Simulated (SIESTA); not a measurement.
Input of a SIESTA 5.4.2 run:

File CdSe.fdf:

```
SystemName                      Cadmoselite
SystemLabel                     CdSe
NumberOfSpecies                 2
NumberOfAtoms                   4
%block ChemicalSpeciesLabel
  1  48 Cd
  2  34 Se
%endblock ChemicalSpeciesLabel

LatticeConstant                 1.0 Ang
%block LatticeVectors
     4.3000000000     0.0000000000     0.0000000000
    -2.1500000000     3.7239092363     0.0000000000
     0.0000000000     0.0000000000     7.0200000000
%endblock LatticeVectors
AtomicCoordinatesFormat         Fractional
%block AtomicCoordinatesAndAtomicSpecies
     0.6666666667     0.3333333333     0.5000000000  1  Cd
     0.3333333333     0.6666666667     0.0000000000  1  Cd
     0.6666666667     0.3333333333     0.8850000000  2  Se
     0.3333333333     0.6666666667     0.3850000000  2  Se
%endblock AtomicCoordinatesAndAtomicSpecies

%block kgrid.MonkhorstPack
    7   0   0  0.0
    0   7   0  0.0
    0   0   4  0.0
%endblock kgrid.MonkhorstPack
XC.Functional                   GGA
XC.Authors                      PBEsol
PAO.BasisSize                   DZP
PAO.EnergyShift                 0.003 Ry
Mesh.Cutoff                     800 Ry
OccupationFunction              FD
ElectronicTemperature           0.05 eV
MaxSCFIterations                120
SCF.MustConverge                false
SCF.Mixer.Method                Pulay
SCF.Mixer.Weight                0.25
SCF.Mixer.History               8
SCF.DM.Tolerance                5.0e-05
SCF.H.Tolerance                 1.0e-03 eV
WriteForces                     true
Charge.Mulliken                 end
BandLinesScale                  ReciprocalLatticeVectors
%block BandLines
    1    0.000000   0.000000   0.000000  \Gamma
   11    0.500000   0.000000   0.000000  M
    7    0.333333   0.333333   0.000000  K
   13    0.000000   0.000000   0.000000  \Gamma
    6    0.000000   0.000000   0.500000  A
   11    0.500000   0.000000   0.500000  L
    7    0.333333   0.333333   0.500000  H
   13    0.000000   0.000000   0.500000  A
    1    0.500000   0.000000   0.500000  L
    6    0.500000   0.000000   0.000000  M
    1    0.333333   0.333333   0.000000  K
    6    0.333333   0.333333   0.500000  H
%endblock BandLines
%block PAO.Basis
  Cd 5
  n=4 0 2
    2.625 0.000
  n=5 0 2
    7.504 0.000
  n=4 1 2
    2.973 0.000
  n=5 1 1
    7.504
  n=4 2 2
    4.584 0.000
  Se 4
  n=4 0 2
    5.129 0.000
  n=4 1 2
    6.708 0.000
  n=3 2 2
    2.662 0.000
  n=4 2 1
    6.708
%endblock PAO.Basis
```

Potentials or basis: PseudoDojo 0.4 standard (PBEsol files), DZP (energy shift 0.003 Ry; two zetas on semicore shells).

Run with:

```sh
$ siesta < CdSe.fdf > CdSe.out 2>&1
```

(1) Estimate the pressure.

(2) Estimate the largest force.

(3) Predict the band gap along the path.

Answers

(1) 0.4 GPa.

(2) 0.306 eV/Å.

(3) 0.81 eV, direct.

Caveat: the basis of atomic orbitals isn't converged, which shifts pressures, moduli and gaps.

**The experiment to reproduce.**

A printed reference work, data compilation reports, for a bulk crystal of CdSe at 2 K: band gap 1.841 eV.

Against the measured gap of CdSe, 1.841 eV (2 K; a printed reference work, data compilation), the calculated 0.81 eV is off by -1.04 eV. So large a miss can be the level of theory's own, or it may mean another phase, state or a wrong row. Spin-orbit coupling on Cd, Se is left out. The value is that of PBEsol in an atomic basis (PseudoDojo 0.4 standard (PBEsol files), DZP (energy shift 0.003 Ry; two zetas on semicore shells)), whose error adds to the functional's,, without temperature or zero-point motion. Semilocal functionals fall short of measured gaps as a rule.
